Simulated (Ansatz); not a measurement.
# GdN: the cost of one run

Method: DFT PBE, scalar-relativistic, plane waves, PAW, unless a step names another level, in Ansatz 0.2.0.

3 further runs of the same task are left out: 1 that didn't finish, 2 set aside as unsound or not needed.

**1. Starting point**

The structure is cubic, space group Fm-3m (No. 225). The conventional cell has a = 4.984 Å, b = 4.984 Å, c = 4.984 Å, α = 90.00°, β = 90.00°, γ = 90.00°. Gd (site symmetry m-3m) has 6 N at 2.49 Å as nearest neighbours. Around N (site symmetry m-3m) lie 6 Gd at 2.49 Å.

As a file:

```cif
data_structure
_symmetry_space_group_name_H-M 'P 1'
_symmetry_Int_Tables_number 1
_cell_length_a 3.5243
_cell_length_b 3.5243
_cell_length_c 3.5243
_cell_angle_alpha 120.005
_cell_angle_beta 120.005
_cell_angle_gamma 89.991
_cell_volume 30.95
loop_
_atom_site_label
_atom_site_type_symbol
_atom_site_fract_x
_atom_site_fract_y
_atom_site_fract_z
_atom_site_occupancy
Gd1 Gd 0.30173 0.30173 0.00000 1
N1 N 0.80174 0.80174 0.00000 1
```

It came out lowest among 16 distinct ends of the trial cells. At a tolerance of 0.05 Å it has space group Fm-3m (No. 225). Site moments: 6.9 -0.1 μB.

**2. A stricter relaxation, on the response runs' mesh and smearing**

Input file input.yaml:

```yaml
crystal:
  lattice:
    - [-1.7620066503, 1.7620066503, 2.492256787]
    - [1.7620066503, -1.7620066503, 2.492256787]
    - [1.7620066503, 1.7620066503, -2.492256787]
  atoms:
    - { symbol: Gd, position: [0.3017332556, 0.3017332556, 0.0], spin: 7.55 }
    - { symbol: "N", position: [0.8017384944, 0.8017384944, 0.0] }
basis:
  ecutwfc: 420
kpoints:
  mp_grid: { grid: [18, 18, 18] }
hamiltonian:
  xc: pbe
scf:
  occupations: { method: gaussian, width: 0.1 }
output:
  forces: true
  stress: true
  eigenvalues: true
  populations: true
  write_density: true
  write_potential: true
  elf: true
  volumetric_format: npy
magnetization:
  spin_polarized: true
relax:
  adjacent_minimum: "off"
  f_tol: 0.001
  max_steps: 60
  cell: { stress_tol: 0.01 }
```

On the command line:

```bash
ansatz run input.yaml --threads 3 --pin off --max-ram 7680MiB --backend cpu --events-out ev --progress --plain --runs-dir out
```

**Question.** How long does this run take on 3 threads of Intel Xeon Platinum 8259CL at 2.50GHz (Skylake/Cascade Lake), shared host, and how much memory does it need?

About 93 s, with a peak of 0.81 GiB.
